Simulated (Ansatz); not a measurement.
# Thickness series of a NiSi2/ZnS/NiSi2 junction, part 2 of 3

Wanted: T(E), the conductance and its decay constant for NiSi2/ZnS/NiSi2. Both electrodes are NiSi2 fluorite(111) turned by 180 degrees (type B); the barrier is ZnS zinc blende(111) (whole bilayers). In the first transport cell, after relaxation, the nearest pair of electrode and barrier is Si–S at 2.34 Å, along the normal, at the lower face and Si–Zn at 2.49 Å, along the normal, at the upper one. All share a net of side 3.84 Å, which strains the lower electrode by +0.0 % and the barrier by -0.4 %, against typed lattice constants near PBE's. The first steps treat the bulk electrodes alone.

Ansatz 0.2.0; PBE DFT, plane waves, PAW files (the session's first sound run).

So far, transmission at the Fermi level (a spin, zone mean): step 4 (transmission over a wide range of energy) 0.00404. Also channels of the lower lead: step 4 1.16.

### Step 5. Conductance, atomic planes in the barrier 4, gap between the electrodes 8.81 Å

System of this step: NiSi2/ZnS/NiSi2. The cell holds 54 atoms: 34 Si, 16 Ni, 2 S and 2 Zn. Its edges and angles: a = 3.840 Å, b = 3.840 Å, c = 73.396 Å, α = 90.0°, β = 90.0°, γ = 120.0°. Regions: left electrode, 25 atoms (17 Si and 8 Ni); barrier, 4 atoms (2 S and 2 Zn); right electrode, 25 atoms (17 Si and 8 Ni). Vacuum lies along c.

The conductance needs T(E) within ten thermal energies of the Fermi level, on steps under 1.5 kT, and a finer mesh (24×24), since the current can rest on few wavevectors.

Input file input.yaml:

```yaml
crystal:
  lattice:
    - [3.84, 0.0, 0.0]
    - [-1.92, 3.3255375505, 0.0]
    - [0.0, 0.0, 73.3964756682]
  atoms:
    - { symbol: Si, position: [0.0, 0.0, 0.0953724268] }
    - { symbol: Si, position: [0.33333333, 0.66666667, 0.1166502486] }
    - { symbol: Ni, position: [0.0, 0.0, 0.1275569712] }
    - { symbol: Si, position: [0.66666667, 0.33333333, 0.1384636938] }
    - { symbol: Si, position: [0.0, 0.0, 0.1597415156] }
    - { symbol: Ni, position: [0.66666667, 0.33333333, 0.1706482382] }
    - { symbol: Si, position: [0.33333333, 0.66666667, 0.1815549608] }
    - { symbol: Si, position: [0.66666667, 0.33333333, 0.2028327827] }
[... 42 atom lines left out ...]
    - { symbol: Si, position: [0.66666667, 0.33333333, 0.8615363062] }
    - { symbol: Ni, position: [0.33333333, 0.66666667, 0.8724430288] }
    - { symbol: Si, position: [0.0, 0.0, 0.8833497514] }
    - { symbol: Si, position: [0.33333333, 0.66666667, 0.9046275732] }
kpoints:
  mp_grid: { grid: [8, 8, 1] }
scf:
  occupations: { method: fermi_dirac, width: 0.1 }
  max_iter: 150
hamiltonian:
  xc: pbe
output:
  transmission:
    kmesh: [24, 24]
    e_range: [-0.26, 0.27]
    de: 0.0375
    leads: [[10, 13], [40, 43]]
```

Started as:

```sh
> ansatz run input.yaml --threads 8 --pin off --max-ram 24576MiB --backend cpu --events-out ev --progress --plain --runs-dir out
```

Elapsed: 3.5 min, on 8 threads of Arm Neoverse V2, shared host; peak memory 9.4 GiB.

Numbers from this step:

| Item | Value |
| --- | --- |
| free energy | -123512.0325 eV |
| Fermi energy | 8.781 eV |
| transmission at the Fermi level (a spin, zone mean) | 0.02172 |
| channels of the lower lead | 1.061 |
| channels of the upper lead | 1.040 |
| potential step in the lower lead | 9.9 meV |
| ballistic conductance of the lower lead | 6.30e14 S/m² |
| ballistic conductance of the upper lead | 6.31e14 S/m² |
| junction conductance | 1.44e13 S/m² |
| error estimates by source, in the log's order | 1.2, 2.1, 17.8, 19.1, 1.9 % |
| resistance-area product beyond the leads | 0.06763 Ω um² |

One spin. The transmission, zone mean by energy, zero at the Fermi level:

```csv
energy (eV),"transmission, zone mean"
-0.260,0.0153
-0.223,0.0166
-0.185,0.0197
-0.147,0.0262
-0.110,0.0259
-0.072,0.0271
-0.035,0.0228
0.003,0.0217
0.040,0.0255
0.077,0.0258
0.115,0.0288
0.152,0.0330
0.190,0.0330
0.228,0.0395
0.265,0.0366
```

One spin. Table of open channels, zone mean by energy, zero at the Fermi level:

```csv
energy (eV),lower lead,upper lead
-0.260,0.821,0.842
-0.223,0.852,0.852
-0.185,0.915,0.915
-0.147,0.925,0.967
-0.110,1.01,1.01
-0.072,1.03,1.01
-0.035,1.03,1.01
0.003,1.06,1.04
0.040,1.06,1.06
0.077,1.08,1.08
0.115,1.13,1.15
0.152,1.15,1.15
0.190,1.19,1.19
0.228,1.26,1.26
0.265,1.28,1.28
```

Transmission over k1 and k2. At 0.0025 eV from the Fermi level.

Values, 12 rows by 16 columns, each cell a mean:
```
0.004 0.006 0.023 0.011 0.000 0.000 0.012 0.023 0.006 0.004 0.001 0.000 0.000 0.000 0.000 0.002
0.001 0.031 0.071 0.011 0.003 0.000 0.003 0.012 0.072 0.029 0.001 0.000 0.000 0.000 0.000 0.000
0.000 0.002 0.004 0.010 0.021 0.014 0.013 0.019 0.014 0.008 0.002 0.000 0.000 0.000 0.000 0.000
0.000 0.000 0.000 0.007 0.038 0.101 0.046 0.072 0.085 0.030 0.002 0.000 0.000 0.000 0.000 0.000
0.002 0.020 0.003 0.008 0.017 0.049 0.141 0.143 0.136 0.054 0.013 0.010 0.005 0.020 0.002 0.002
0.005 0.016 0.067 0.012 0.040 0.110 0.141 0.048 0.024 0.119 0.121 0.065 0.017 0.016 0.069 0.005
0.004 0.004 0.026 0.016 0.015 0.042 0.069 0.123 0.072 0.118 0.119 0.055 0.020 0.010 0.025 0.018
0.001 0.001 0.001 0.002 0.000 0.001 0.012 0.072 0.136 0.099 0.126 0.074 0.015 0.002 0.001 0.002
0.000 0.000 0.000 0.000 0.000 0.000 0.005 0.016 0.047 0.028 0.027 0.045 0.021 0.009 0.000 0.000
0.000 0.000 0.000 0.000 0.000 0.000 0.012 0.020 0.012 0.012 0.002 0.006 0.011 0.009 0.020 0.010
0.002 0.000 0.000 0.000 0.000 0.000 0.002 0.015 0.068 0.030 0.002 0.000 0.002 0.028 0.075 0.010
0.005 0.003 0.000 0.000 0.000 0.000 0.002 0.004 0.005 0.004 0.001 0.000 0.000 0.001 0.003 0.005
```
Columns: k1 (b1) from -0.5 to 0.458; rows upwards: k2 (b2) from -0.5 to 0.458.

G = 1.4e13 S/m² (1/G = 0.0692 Ω µm²). The largest error estimate is 19 %, from the leads' potential steps. In the worse lead the potential repeats within 10 meV, which the program lets pass, though it still puts 19 % of error on the junction's conductance through them. By hand, Landauer's formula with T at one energy: G = (e²/h) ΣT / A = 3.874e-5 S × 0.0434 / 12.77 Å² = 1.3e13 S/m², with T summed over both spins. The printed value averages T over the Fermi window and is 1.1 times this.

### Step 6. Conductance, 56 atoms

System of this step: NiSi2/ZnS/NiSi2. The cell holds 56 atoms: 34 Si, 16 Ni, 3 S and 3 Zn. Its edges and angles: a = 3.840 Å, b = 3.840 Å, c = 76.548 Å, α = 90.0°, β = 90.0°, γ = 120.0°. Regions: left electrode, 25 atoms (17 Si and 8 Ni); barrier, 6 atoms (3 S and 3 Zn); right electrode, 25 atoms (17 Si and 8 Ni). Vacuum lies along c.

Barrier layers are added or taken out in the middle, and the relaxed faces stay.

Input file input.yaml:

```yaml
crystal:
  lattice:
    - [3.84, 0.0, 0.0]
    - [-1.92, 3.3255375505, 0.0]
    - [0.0, 0.0, 76.5480132618]
  atoms:
    - { symbol: Si, position: [0.0, 0.0, 0.0914458743] }
    - { symbol: Si, position: [0.33333333, 0.66666667, 0.1118476727] }
    - { symbol: Ni, position: [0.0, 0.0, 0.1223053576] }
    - { symbol: Si, position: [0.66666667, 0.33333333, 0.1327630424] }
    - { symbol: Si, position: [0.0, 0.0, 0.1531648408] }
    - { symbol: Ni, position: [0.66666667, 0.33333333, 0.1636225257] }
    - { symbol: Si, position: [0.33333333, 0.66666667, 0.1740802105] }
    - { symbol: Si, position: [0.66666667, 0.33333333, 0.1944820089] }
[... 44 atom lines left out ...]
    - { symbol: Si, position: [0.0, 0.0, 0.8672369576] }
    - { symbol: Ni, position: [0.66666667, 0.33333333, 0.8776946424] }
    - { symbol: Si, position: [0.33333333, 0.66666667, 0.8881523273] }
    - { symbol: Si, position: [0.66666667, 0.33333333, 0.9085541257] }
kpoints:
  mp_grid: { grid: [8, 8, 1] }
scf:
  occupations: { method: fermi_dirac, width: 0.1 }
  max_iter: 150
hamiltonian:
  xc: pbe
output:
  transmission:
    kmesh: [24, 24]
    e_range: [-0.26, 0.27]
    de: 0.0375
    leads: [[10, 13], [42, 45]]
```

Elapsed: 4.6 min, on 8 threads; peak memory 9.8 GiB; 31 min of CPU time.

This step gave:

```
free energy                                         : -127734.7481 eV
Fermi energy                                        : 8.708 eV
transmission at the Fermi level (a spin, zone mean) : 0.004215
potential step in the lower lead                    : 10.2 meV
junction conductance                                : 2.80e12 S/m²
error estimates by source, in the log's order       : 0.1, 2, 16.2, 24.5, 0.2 %
resistance-area product beyond the leads            : 0.3553 Ω um²
```

One spin. The transmission, zone mean by energy, zero at the Fermi level:

```csv
energy (eV),"transmission, zone mean"
-0.260,0.00389
-0.223,0.00364
-0.185,0.00557
-0.147,0.00457
-0.110,0.00543
-0.072,0.00695
-0.035,0.00501
0.003,0.00422
0.040,0.00450
0.077,0.00508
0.115,0.00537
0.152,0.00619
0.190,0.00689
0.228,0.00944
0.265,0.00893
```

One spin. The open channels, zone mean by energy, zero at the Fermi level:

```csv
energy (eV),lower lead,upper lead
-0.260,0.842,0.842
-0.223,0.852,0.852
-0.185,0.915,0.915
-0.147,0.967,0.967
-0.110,1.01,1.01
-0.072,1.01,1.01
-0.035,1.01,1.01
0.003,1.06,1.04
0.040,1.06,1.06
0.077,1.08,1.08
0.115,1.15,1.15
0.152,1.15,1.15
0.190,1.19,1.19
0.228,1.26,1.26
0.265,1.28,1.28
```

Transmission over k1 and k2. At 0.0025 eV from the Fermi level; zeros and values more than six decades under the largest are shown at that floor.

log10 of the mean of each cell; the least values stand at a floor. Values, 12 rows by 16 columns:
```
-3.6 -2.9 -2.3 -3.3 -7.3 -7.3 -3.0 -2.3 -2.9 -3.7 -4.9 -6.0 -7.3 -7.3 -5.3 -5.1
-3.3 -2.2 -2.5 -3.6 -3.1 -3.9 -3.2 -3.3 -2.3 -2.5 -3.3 -5.6 -7.3 -7.3 -7.3 -5.7
-7.3 -4.8 -3.4 -2.7 -2.4 -2.7 -2.8 -2.5 -2.6 -2.8 -4.5 -7.3 -7.3 -7.3 -7.3 -7.3
-5.5 -7.3 -3.9 -2.9 -2.3 -1.8 -2.0 -1.9 -1.8 -2.4 -3.4 -5.1 -7.3 -5.5 -5.7 -5.7
-3.2 -3.0 -3.3 -2.8 -2.7 -2.0 -1.4 -1.4 -1.4 -1.9 -2.7 -2.8 -3.2 -3.0 -3.3 -4.4
-3.7 -2.2 -2.5 -2.7 -2.2 -1.7 -1.4 -1.8 -2.1 -1.5 -1.6 -2.0 -2.5 -3.5 -2.1 -3.2
-4.0 -3.5 -2.3 -3.3 -2.5 -2.2 -1.8 -1.5 -1.6 -1.4 -1.5 -2.0 -2.5 -2.7 -2.6 -2.5
-4.2 -5.0 -3.5 -3.6 -3.9 -3.6 -2.8 -1.9 -1.5 -1.6 -1.6 -1.9 -2.8 -3.4 -4.7 -3.3
-7.3 -7.3 -7.3 -7.3 -7.3 -7.3 -3.0 -2.5 -2.1 -2.4 -2.4 -2.2 -2.4 -2.7 -4.9 -7.3
-5.5 -7.3 -7.3 -7.3 -7.3 -5.5 -3.1 -3.3 -2.9 -2.6 -3.4 -2.9 -2.6 -3.4 -3.4 -3.1
-3.9 -5.4 -7.3 -7.3 -7.3 -5.7 -3.5 -2.3 -2.2 -2.5 -4.5 -7.3 -4.4 -3.2 -2.0 -2.5
-4.5 -4.1 -4.2 -5.8 -7.3 -5.3 -4.0 -4.1 -3.6 -3.2 -3.3 -5.8 -7.3 -3.3 -3.2 -3.5
```
Columns: k1 (b1) from -0.5 to 0.458; rows upwards: k2 (b2) from -0.5 to 0.458.

G = 2.8e12 S/m² (1/G = 0.357 Ω µm²), 0.19 times the step before of this kind. The largest error estimate is 24 %, from the leads' potential steps. In the worse lead the potential repeats within 10 meV, which the program lets pass, though it still puts 24 % of error on the junction's conductance through them.

### Step 7. Conductance, atomic planes in the barrier 8, gap between the electrodes 15.11 Å

System of this step: NiSi2/ZnS/NiSi2. The cell holds 58 atoms: 34 Si, 16 Ni, 4 S and 4 Zn. Cell: a = 3.840 Å, b = 3.840 Å, c = 79.700 Å, α = 90.0°, β = 90.0°, γ = 120.0°. Regions: left electrode, 25 atoms (17 Si and 8 Ni); barrier, 8 atoms (4 S and 4 Zn); right electrode, 25 atoms (17 Si and 8 Ni). Vacuum lies along c.

Input file input.yaml:

```yaml
crystal:
  lattice:
    - [3.84, 0.0, 0.0]
    - [-1.92, 3.3255375505, 0.0]
    - [0.0, 0.0, 79.6995508554]
  atoms:
    - { symbol: Si, position: [0.0, 0.0, 0.0878298551] }
    - { symbol: Si, position: [0.33333333, 0.66666667, 0.1074249107] }
    - { symbol: Ni, position: [0.0, 0.0, 0.1174690702] }
    - { symbol: Si, position: [0.66666667, 0.33333333, 0.1275132297] }
    - { symbol: Si, position: [0.0, 0.0, 0.1471082853] }
    - { symbol: Ni, position: [0.66666667, 0.33333333, 0.1571524448] }
    - { symbol: Si, position: [0.33333333, 0.66666667, 0.1671966043] }
    - { symbol: Si, position: [0.66666667, 0.33333333, 0.1867916599] }
[... 46 atom lines left out ...]
    - { symbol: Si, position: [0.33333333, 0.66666667, 0.8724867703] }
    - { symbol: Ni, position: [0.0, 0.0, 0.8825309298] }
    - { symbol: Si, position: [0.66666667, 0.33333333, 0.8925750893] }
    - { symbol: Si, position: [0.0, 0.0, 0.9121701449] }
kpoints:
  mp_grid: { grid: [8, 8, 1] }
scf:
  occupations: { method: fermi_dirac, width: 0.1 }
  max_iter: 150
hamiltonian:
  xc: pbe
output:
  transmission:
    kmesh: [24, 24]
    e_range: [-0.26, 0.27]
    de: 0.0375
    leads: [[10, 13], [44, 47]]
```

The job ended after 5 min (8 threads; peak memory 11 GiB; 34 min of CPU time).

G = 6.7e11 S/m² (1/G = 1.49 Ω µm²), 0.24 times the step before of this kind. The largest error estimate is 40 %, from the leads' potential steps. In the worse lead the potential repeats within 10 meV, which the program lets pass, though it still puts 40 % of error on the junction's conductance through them.

### Step 8. Conductance on a fine mesh, atomic planes in the barrier 12, gap between the electrodes 21.42 Å

System of this step: NiSi2/ZnS/NiSi2. The cell holds 62 atoms: 34 Si, 16 Ni, 6 S and 6 Zn. Cell: a = 3.840 Å, b = 3.840 Å, c = 86.003 Å, α = 90.0°, β = 90.0°, γ = 120.0°. Regions: left electrode, 25 atoms (17 Si and 8 Ni); barrier, 12 atoms (6 S and 6 Zn); right electrode, 25 atoms (17 Si and 8 Ni). Vacuum lies along c.

Input file input.yaml:

```yaml
crystal:
  lattice:
    - [3.84, 0.0, 0.0]
    - [-1.92, 3.3255375505, 0.0]
    - [0.0, 0.0, 86.0026260426]
  atoms:
    - { symbol: Si, position: [0.0, 0.0, 0.0813928635] }
    - { symbol: Si, position: [0.33333333, 0.66666667, 0.0995518105] }
    - { symbol: Ni, position: [0.0, 0.0, 0.1088598403] }
    - { symbol: Si, position: [0.66666667, 0.33333333, 0.11816787] }
    - { symbol: Si, position: [0.0, 0.0, 0.136326817] }
    - { symbol: Ni, position: [0.66666667, 0.33333333, 0.1456348468] }
    - { symbol: Si, position: [0.33333333, 0.66666667, 0.1549428765] }
    - { symbol: Si, position: [0.66666667, 0.33333333, 0.1731018236] }
[... 50 atom lines left out ...]
    - { symbol: Si, position: [0.0, 0.0, 0.88183213] }
    - { symbol: Ni, position: [0.66666667, 0.33333333, 0.8911401597] }
    - { symbol: Si, position: [0.33333333, 0.66666667, 0.9004481895] }
    - { symbol: Si, position: [0.66666667, 0.33333333, 0.9186071365] }
kpoints:
  mp_grid: { grid: [8, 8, 1] }
scf:
  occupations: { method: fermi_dirac, width: 0.1 }
  max_iter: 150
hamiltonian:
  xc: pbe
output:
  transmission:
    kmesh: [24, 24]
    e_range: [-0.26, 0.27]
    de: 0.0375
    leads: [[10, 13], [48, 51]]
```

It took 5.1 min on 8 threads; peak memory 12 GiB.

G = 3.8e10 S/m² (1/G = 26.6 Ω µm²), 0.056 times the step before of this kind. The largest error estimate is 28 %, from the leads' potential steps. In the worse lead the potential repeats within 10 meV, which the program lets pass, though it still puts 28 % of error on the junction's conductance through them.

[end of part 2 of 3]

[Logs are printed without paths, hosts, clocks, repeated set-up lines and the standing remarks that a program may print on its own settings, such as how far it seeks lower states.]

[Hosts, paths, dates, database ids (printed as entryN), source tags and the programs' standing remarks are cut or masked in the printed files.]
